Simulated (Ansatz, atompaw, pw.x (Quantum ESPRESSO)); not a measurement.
# lead (Pb): one change to the PAW (atompaw) potential, in the atom and in the sc crystal

| Property | Result |
| --- | --- |
| Element | Pb (Z = 82) |
| Generator | atompaw 4.2.0.5 |
| Type | PAW |
| Functional | PBE |
| Relativity | scalar-relativistic |
| Frozen core | [Xe] 4f14 5d10 |
| Valence charge | 4 |
| Reference configuration | 6s2 6p2 |
| Partial waves | 6s (bound): rc 2.20 bohr; 6s channel at 3.75 Ry: rc 2.20 bohr; 6p (bound): rc 3.00 bohr; 6p channel at 4.9 Ry: rc 3.00 bohr; 6d channel at 0.2 Ry: rc 3.00 bohr |
| Local potential | troulliermartins scheme with l = 3 at -0.5 Ry, radius 2.40 bohr |
| Core correction | smooth core density matched at 2.20 bohr |
| Augmentation charge | sinc compensation charge, radius 2.45 bohr; PAW radius 3.00 bohr; waves and projectors: custom rrkj vanderbiltortho |

Change: added wave 6d channel at 1.05 Ry: rc 2.45 bohr.

Cutoffs, loose and tight: the cutoffs (Ry, on a coarse ladder) from which the occupation-weighted sum of valence levels, in a spherical-Bessel basis at the reference potential, stays within 10 and 1 mRy of its value at 400 Ry. They see the waves and projectors alone, not the compensation charge or the core.

Crystal test: sc Pb in pw.x 7.5, no spin, 10³ k-points, Fermi–Dirac smearing 0.01 Ry, cutoffs set for each file from its atomic test. The reference is all-electron LAPW (Ansatz 0.2.0) with the same functional, mesh and smearing; V0 and B0 come from Birch–Murnaghan fits to the pressures at five volumes. Errors are pseudo minus all-electron; Δ is the rms difference of the E(V) curves that follow from these fits, minima aligned, over ±6 % about the mean V0. Mesh and smearing are coarse, so the numbers serve the comparison and aren't converged zero-temperature values; the lattice is a test structure that the element need not adopt.

All-electron: a0 = 3.254 Å (V0 = 34.44 Å³/atom), B0 = 34.9 GPa.

Q: Does the change bring the crystal closer to the all-electron result?

A: The mean pressure error goes from -1.21 to -0.58 GPa, so the change moves the solid closer to the all-electron pressures.

| quantity | base | changed |
| --- | --- | --- |
| outcome (atom) | generated | generated |
| cutoff, loose (atom) | 6 Ry | 6 Ry |
| cutoff, tight (atom) | 8 Ry | 8 Ry |
| bound ghosts (atom) | none | none |
| cutoffs in pw.x (Ry) | 40/400 | 40/400 |
| a0 (Å) | 3.215 | 3.235 |
| a0 error (%) | -1.20 | -0.56 |
| B0 error (%) | +4.8 | +3.0 |
| Δ (meV/atom) | 9.6 | 4.5 |
| mean pressure error (GPa) | -1.21 | -0.58 |

Base: This is a poor potential for the solid. The logarithmic derivative shows an extra or strongly shifted pseudo pole above the reference energy (d near 1.07 Ry). Changed file: This is a poor potential for the solid. The logarithmic derivative shows an extra or strongly shifted pseudo pole above the reference energy (d near 0.30 Ry). The atomic cutoffs weigh occupied waves only.
